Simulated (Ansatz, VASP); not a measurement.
**One calculation of NaCl, two programs**

```
CELL_PARAMETERS angstrom
3.08903 0.00000 0.00000
0.00000 3.08903 0.00000
0.00000 0.00000 3.08903
ATOMIC_POSITIONS crystal
Na 0.00000 0.00000 0.00000
Cl 0.50000 0.50000 0.50000
```

Alike in both runs: task single point; functional PBEsol; k mesh 8 × 8 × 8; occupations gaussian, width 0.05 eV; no spin polarisation.

|  | VASP | Ansatz |
| --- | --- | --- |
| version | VASP 6.6.1 | Ansatz 0.2.0 |
| potentials or method | VASP PAW PBE potentials, release 64 (Na_pv, Cl) | scalar-relativistic, plane waves, PAW |
| plane-wave cutoff (eV) | 520 | 420 |
| valence electrons in the cell | 14 | 16 |

```csv
,VASP,Ansatz,Ansatz less VASP
gap on the k mesh at the Fermi level (eV),4.95,4.91,-0.036
least direct gap on the mesh (eV),4.95,4.91,-0.036
pressure (GPa),20.6,20.4,-0.19
```

The two sets of potentials don't hold the same shells in valence.

Caveats: so large a pressure means that the cell lies far from this level's equilibrium, or that cutoff or potentials fall short (VASP); the potentials were made for another functional, which shifts forces and pressure (VASP). A k mesh can miss the band edges. A hybrid or GW would open this gap; PBEsol tends to underestimate it.
